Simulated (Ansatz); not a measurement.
# ZnS (P6_3mc), random displacements

All numbers below come from DFT PBE, scalar-relativistic, plane waves, PAW (Ansatz). Cutoff 420 eV, Γ-centred 12×12×6 k-points, Gaussian smearing of 0.05 eV. No spin polarisation. Energies are free energies at this smearing, counted from the undisturbed cell; pressure is positive in compression.

The starting cell (as given, not relaxed at this level):

```
Zn S
1.0
     3.81100    0.00000    0.00000
    -1.90550    3.30042    0.00000
     0.00000    0.00000    6.23400
Zn S
2 2
Direct
  0.33333 0.66667 0.00000
  0.66667 0.33333 0.50000
  0.33333 0.66667 0.38500
  0.66667 0.33333 0.88500
```

The atoms are displaced (Å, in the unstrained cell):

```csv
atom,ux,uy,uz
Zn1,-0.011,-0.012,-0.010
Zn2,-0.011,-0.023,0.003
S3,-0.012,0.041,0.011
S4,0.034,-0.006,-0.003
```

Strain (Voigt, engineering shear): (-0.0462, -0.0284, 0.0399, -0.0672, -0.0507, -0.1108).

**Question.** What are the energy change, the stress and the forces?

**Answer.** ΔE = 187.8 meV/atom; stress (xx, yy, zz, yz, xz, xy; compression positive) (15.70, 14.20, -0.68, 3.96, 3.16, 10.05) GPa; gap on the mesh 1.89 eV.
| atom | Fx (eV/Å) | Fy | Fz |
| --- | --- | --- | --- |
| Zn1 | 2.37 | 1.11 | 1.22 |
| Zn2 | -0.62 | 0.87 | 0.85 |
| S3 | 0.80 | -0.89 | -0.92 |
| S4 | -2.56 | -1.09 | -1.15 |

Cost: 1 run of about 0.55 core-minutes, on Intel Xeon 6975P-C (Granite Rapids) (shared hosts).